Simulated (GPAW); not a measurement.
# BP (F-43m) in GPAW: a series of runs, part 2 of 2

GPAW 26.7.0.

## 3. Piezoelectric tensor, revTPSS+D4, 11.68 Å³/atom

run.py reads:

```python
import json
import numpy as np
import spglib
from ase.calculators.mixing import SumCalculator
from ase.constraints import FixSymmetry
from ase.filters import FrechetCellFilter
from ase.io import read, write
from ase.optimize import BFGS
from ase.stress import full_3x3_to_voigt_6_stress, voigt_6_to_full_3x3_strain
from contextlib import redirect_stdout
from dftd4.ase import DFTD4
from io import StringIO
from gpaw import GPAW, PW
from gpaw.berryphase import polarization_phase

atoms = read('BP.cif')

calc = GPAW(mode=PW(800),
            xc='MGGA_X_REVTPSS+MGGA_C_REVTPSS',
            kpts={'size': (5, 5, 5), 'gamma': True},
            occupations={'name': 'fermi-dirac', 'width': 0.01},
            nbands=11,
            convergence={'density': 1e-06, 'eigenstates': 1e-09},
            eigensolver='davidson',
            maxiter=150,
            symmetry={'tolerance': 0.001},
            txt='gpaw.txt')
atoms.calc = SumCalculator([calc, DFTD4(method='revtpss')])
atoms.set_constraint(FixSymmetry(atoms))
BFGS(FrechetCellFilter(atoms), trajectory='relax.traj', logfile='-').run(fmax=0.005, steps=40)
atoms.set_constraint()
energy = atoms.get_potential_energy()
forces = atoms.get_forces()
stress = atoms.get_stress()
calc.write('gs.gpw')
write('result.traj', atoms)
print('Cell:', atoms.cell.cellpar().round(4))
print(atoms.get_scaled_positions().round(5))

cell = atoms.cell[:].T
dataset = spglib.get_symmetry((atoms.cell[:], atoms.get_scaled_positions(), atoms.numbers), symprec=1e-4)
rotations = [cell @ w @ np.linalg.inv(cell) for w in dataset['rotations']]

def phase(a, name):
    c = GPAW(mode=PW(680),
             xc='MGGA_X_REVTPSS+MGGA_C_REVTPSS',
             kpts={'size': (5, 5, 5), 'gamma': True},
             occupations={'name': 'fermi-dirac', 'width': 0.01},
             nbands=11,
             convergence={'density': 1e-06, 'eigenstates': 1e-09},
             eigensolver='davidson',
             maxiter=150,
             symmetry='off',
             txt=name + '.txt')
    b = a.copy()
    b.calc = c
    b.get_potential_energy()
    with redirect_stdout(StringIO()):
        return polarization_phase(calc=c)['phase_c']

strains, rows = [], {'clamped': [], 'relaxed': []}
for v in [0]:
    phases = {'clamped': [], 'relaxed': []}
    for e in (-0.005, 0.005):
        voigt = np.zeros(6)
        voigt[v] = e
        F = voigt_6_to_full_3x3_strain(voigt)
        a = atoms.copy()
        a.set_cell(atoms.cell[:] @ F, scale_atoms=True)
        phases['clamped'].append(phase(a, f'clamped-{v}{e:+.3f}'))
        c = GPAW(mode=PW(680),
                 xc='MGGA_X_REVTPSS+MGGA_C_REVTPSS',
                 kpts={'size': (5, 5, 5), 'gamma': True},
                 occupations={'name': 'fermi-dirac', 'width': 0.01},
                 nbands=11,
                 convergence={'density': 1e-06, 'eigenstates': 1e-09},
                 eigensolver='davidson',
                 maxiter=150,
                 symmetry={'tolerance': 0.001},
                 txt=f'relax-{v}{e:+.3f}.txt')
        a.calc = SumCalculator([c, DFTD4(method='revtpss')])
        BFGS(a, logfile=None).run(fmax=0.002, steps=30)
        phases['relaxed'].append(phase(a, f'relaxed-{v}{e:+.3f}'))
    for key, (lo, hi) in phases.items():
        dphi = (hi - lo + np.pi) % (2 * np.pi) - np.pi
        dP = dphi @ atoms.cell[:] / (2 * np.pi * atoms.get_volume()) * 16.021766  # C/m^2
        print(v, key, (dP / (2 * 0.005)).round(4), flush=True)
        rows[key] += [R @ dP for R in rotations]
    strains += [full_3x3_to_voigt_6_stress(R @ (2 * (F - np.eye(3))) @ R.T) * [1, 1, 1, 2, 2, 2] for R in rotations]

result = {key: np.linalg.lstsq(np.array(strains), np.array(P), rcond=None)[0].T for key, P in rows.items()}
for key, e_iv in result.items():
    print(f'Piezoelectric tensor, {key} ions (C/m^2):')
    print(e_iv.round(3))
json.dump({key: e_iv.tolist() for key, e_iv in result.items()}, open('piezo.json', 'w'))
```

BP.cif reads:

```cif
data_BP
_cell_length_a 3.20885057
_cell_length_b 3.20885057
_cell_length_c 3.20885057
_cell_angle_alpha 60.00000000
_cell_angle_beta 60.00000000
_cell_angle_gamma 60.00000000
_space_group_name_H-M_alt 'P1'
_space_group_name_Hall 'P 1'
_space_group_IT_number 1
loop_
_space_group_symop_operation_xyz
'x,y,z'
loop_
_atom_site_label
_atom_site_type_symbol
_atom_site_symmetry_multiplicity
_atom_site_Wyckoff_symbol
_atom_site_fract_x
_atom_site_fract_y
_atom_site_fract_z
_atom_site_occupancy
P1 P 1 a 0.7500000000 0.7500000000 0.7500000000 1
B1 B 1 a 0.0000000000 0.0000000000 0.0000000000 1
```

Potentials or basis: GPAW PAW data sets (gpaw-data 1.2.1), pw.

Started as:

```
$ OMP_NUM_THREADS=1 python run.py
```

gpaw.txt:

```text
__  _  _
 | _ |_)|_||  |
 |__||  | ||/\| - 26.7.0

Input parameters:
  mode=PW(ecut=800.0),
  convergence={'density': 1e-06, 'eigenstates': 1e-09},
  eigensolver=Davidson(niter=2),
  kpts=MonkhorstPack(size=(5, 5, 5), gamma=True),
  maxiter=150,
  nbands=11,
  occupations=Occupations(name='fermi-dirac', width=0.01),
  symmetry=Symmetry(tolerance=0.001),
  xc=XC(name='MGGA_X_REVTPSS+MGGA_C_REVTPSS')

Diagonalizing LCAO Hamiltonian
Converting LCAO to pw mode

                     P

       B

Atoms  # Å, Bohr magnetons
|   | symbol |        x |         y |        z |    initial magnetic moments |
|---|--------|----------|-----------|----------|-----------------------------|
| 0 |      P | 4.813276 |  2.778946 | 1.965012 | ( 0.0000,  0.0000,  0.0000) |
| 1 |      B | 0.000000 | -0.000000 | 0.000000 | ( 0.0000,  0.0000,  0.0000) |
[... 159 lines left out ...]
convergence criteria:
- Maximum integral of absolute [dens]ity change: 1e-06 electrons / valence electron
- Maximum integral of absolute [eigenst]ate change: 1e-09 eV^2 / valence electron
- Maximum [total energy] change in last 3 cyles: 0.0005 eV / valence electron
maximum number of iterations: 150

SCF iterations
|iter     | |      energy | eigst |  dens |
|---------|-|-------------|-------|-------|
|iter:   1| |   56.476135 | +2.78 |       |
|iter:   2| |  -15.368164 | +0.33 | -1.01 |
|iter:   3| |  -15.405944 | -1.61 | -0.73 |
|iter:   4| |  -15.026861 | -1.35 | -0.75 |
|iter:   5| |  -15.053972 | -2.26 | -1.26 |
|iter:   6| |  -15.006732 | -2.48 | -1.09 |
|iter:   7| |  -15.019193 | -3.26 | -1.55 |
|iter:   8| |  -15.019317 | -5.04 | -1.47 |
|iter:   9| |  -15.020880c| -4.76 | -1.49 |
|iter:  10| |  -15.020269c| -5.09 | -1.53 |
|iter:  11| |  -15.016678 | -3.40 | -1.56 |
|iter:  12| |  -15.017768c| -3.84 | -1.83 |
|iter:  13| |  -15.018910c| -4.14 | -2.18 |
|iter:  14| |  -15.018916c| -6.13 | -3.35 |
|iter:  15| |  -15.018918c| -6.99 | -3.70 |
|iter:  16| |  -15.018918c| -8.31 | -4.44 |
|iter:  17| |  -15.018918c| -9.44c| -5.01 |
|iter:  18| |  -15.018918c|-10.96c| -5.88 |
|iter:  19| |  -15.018918c|-12.24c| -6.59c|
[... 34 lines left out ...]
Gap: 1.174 eV
Transition (v -> c):
  (s=0, k=0, n=3, [0.00, 0.00, 0.00]) -> (s=0, k=7, n=4, [0.40, 0.40, 0.00])
Direct/indirect transitions are different
Direct gap: 3.534 eV
Transition at: (s=0, k=0, n=3, [0.00, 0.00, 0.00])

Stress tensor  # eV/Ang^3
|        x |         y |         z |
|----------|-----------|-----------|
| 0.000053 |  0.000000 | -0.000000 |
| 0.000000 |  0.000053 | -0.000000 |
| 0.000000 | -0.000000 |  0.000053 |

Forces  # eV/Ang
|        x |       y |       z |
|----------|---------|---------|
| -0.00000 | 0.00000 | 0.00000 |  # P    0
| -0.00000 | 0.00000 | 0.00000 |  # B    1

Interpolating wave functions to new cell

                     P

       B

Atoms  # Å, Bohr magnetons
|   | symbol |        x |         y |        z |    initial magnetic moments |
|---|--------|----------|-----------|----------|-----------------------------|
| 0 |      P | 4.800046 |  2.771308 | 1.959610 | ( 0.0000,  0.0000,  0.0000) |
| 1 |      B | 0.000000 | -0.000000 | 0.000000 | ( 0.0000,  0.0000,  0.0000) |
[... 229 lines left out ...]
Stress tensor  # eV/Ang^3
|         x |         y |         z |
|-----------|-----------|-----------|
| -0.008587 |  0.000000 | -0.000000 |
|  0.000000 | -0.008587 |  0.000000 |
| -0.000000 | -0.000000 | -0.008587 |

Forces  # eV/Ang
|        x |        y |        z |
|----------|----------|----------|
| -0.00000 | -0.00000 | -0.00000 |  # P    0
|  0.00000 | -0.00000 |  0.00000 |  # B    1

Interpolating wave functions to new cell

                     P

       B

Atoms  # Å, Bohr magnetons
|   | symbol |        x |         y |        z |    initial magnetic moments |
|---|--------|----------|-----------|----------|-----------------------------|
| 0 |      P | 4.760614 |  2.748542 | 1.943513 | ( 0.0000,  0.0000,  0.0000) |
| 1 |      B | 0.000000 | -0.000000 | 0.000000 | ( 0.0000,  0.0000,  0.0000) |
[... 228 lines left out ...]
Stress tensor  # eV/Ang^3
|         x |         y |         z |
|-----------|-----------|-----------|
| -0.036129 | -0.000000 | -0.000000 |
|  0.000000 | -0.036129 |  0.000000 |
| -0.000000 |  0.000000 | -0.036129 |

Forces  # eV/Ang
|        x |       y |        z |
|----------|---------|----------|
| -0.00000 | 0.00000 | -0.00000 |  # P    0
| -0.00000 | 0.00000 | -0.00000 |  # B    1

Interpolating wave functions to new cell

                     P

       B

Atoms  # Å, Bohr magnetons
|   | symbol |        x |         y |        z |    initial magnetic moments |
|---|--------|----------|-----------|----------|-----------------------------|
| 0 |      P | 4.761806 |  2.749230 | 1.943999 | ( 0.0000,  0.0000,  0.0000) |
| 1 |      B | 0.000000 | -0.000000 | 0.000000 | ( 0.0000,  0.0000,  0.0000) |
[... 228 lines left out ...]
Stress tensor  # eV/Ang^3
|         x |         y |         z |
|-----------|-----------|-----------|
| -0.035257 |  0.000000 |  0.000000 |
|  0.000000 | -0.035257 | -0.000000 |
|  0.000000 | -0.000000 | -0.035257 |

Forces  # eV/Ang
|        x |        y |        z |
|----------|----------|----------|
| -0.00000 |  0.00000 | -0.00000 |  # P    0
|  0.00000 | -0.00000 | -0.00000 |  # B    1

# Writing to gs.gpw (mode='')
```

stdout:

```text
Step          Energy          fmax
BFGS:    0      -15.789837        0.385345
BFGS:    1      -15.795306        0.288933
BFGS:    2      -15.801875        0.009043
BFGS:    3      -15.801902        0.000195
Cell: [ 3.1745  3.1745  3.1745 60.     60.     60.    ]
[[0.75 0.75 0.75]
 [0.   1.   0.  ]]
0 clamped [-0.0137  0.0037  0.0026]
0 relaxed [-0.0137  0.1356  0.0959]
Piezoelectric tensor, clamped ions (C/m^2):
[[ 0.    -0.     0.     0.     0.003  0.004]
 [ 0.004 -0.004 -0.     0.003 -0.     0.   ]
 [ 0.003  0.003 -0.005  0.    -0.    -0.   ]]
Piezoelectric tensor, relaxed ions (C/m^2):
[[ 0.    -0.     0.     0.     0.096  0.136]
 [ 0.136 -0.136 -0.     0.096 -0.     0.   ]
 [ 0.096  0.096 -0.192 -0.    -0.    -0.   ]]
```

clamped-0-0.005.txt:

```text
SCF iterations
|iter     | |      energy | eigst |  dens |
|---------|-|-------------|-------|-------|
|iter:   1| |   72.712516 | +2.65 |       |
|iter:   2| |  -15.484138 | +0.32 | -1.03 |
|iter:   3| |  -15.470207 | -1.64 | -0.71 |
|iter:   4| |  -15.109418 | -1.06 | -0.72 |
[... 40 lines left out ...]
|          4 |        12.773 |     0.000 |
|          5 |        13.618 |     0.000 |
|          6 |        13.650 |     0.000 |
|          7 |        18.984 |     0.000 |
|          8 |        22.078 |     0.000 |
|          9 |        22.170 |     0.000 |
|         10 |        23.272 |     0.000 |

Gap: 1.085 eV
Transition (v -> c):
  (s=0, k=62, n=3, [0.00, 0.00, 0.00]) -> (s=0, k=114, n=4, [0.40, 0.00, 0.40])
Direct/indirect transitions are different
Direct gap: 3.511 eV
Transition at: (s=0, k=62, n=3, [0.00, 0.00, 0.00])
```

Run time: 6.8 min. Hardware: 1 thread of Arm Neoverse V2, shared host; peak memory 0.62 GiB.

Results:

- Free energy: -15.8019 eV
- Relaxed volume: 11.31 Å³/atom
- Relaxed cell: a = 3.175 Å, b = 3.175 Å, c = 3.175 Å, α = 60.00°, β = 60.00°, γ = 60.00°
- Space group after relaxing (to 0.05 Å): F-43m (No. 216)
- Pressure after relaxing: 0.0 GPa
- Band gap on the k mesh: 1.12 eV, indirect (least direct gap 3.58 eV)
- Dispersion energy per atom: -0.398 eV

Caveat: the k mesh is coarse (spacing up to 0.48 Å⁻¹), so the values aren't converged; the cutoff is short for stress and forces, so pressures can be off by a GPa or more; the density grid can change from cell to cell, which puts small steps into energies and stress; the PAW data sets were made with another functional, which shifts forces and pressure a little; an odd mesh through Γ misses points on the zone boundary, where band edges often lie.

## 4. Comparison with measurements

Step 2. Against the measured bulk modulus of BP, 179 GPa (300 K; “Equation of state of single-crystal cubic boron phosphide”, 2014, arxiv:1407.1677), the calculated 155 GPa is off by -13.2 %. 3 values of this kind are on record (173 to 179 GPa); this one was drawn at random among those near their median, those with a stated uncertainty first. The fit is for a static lattice scaled at fixed shape and fixed fractional positions.
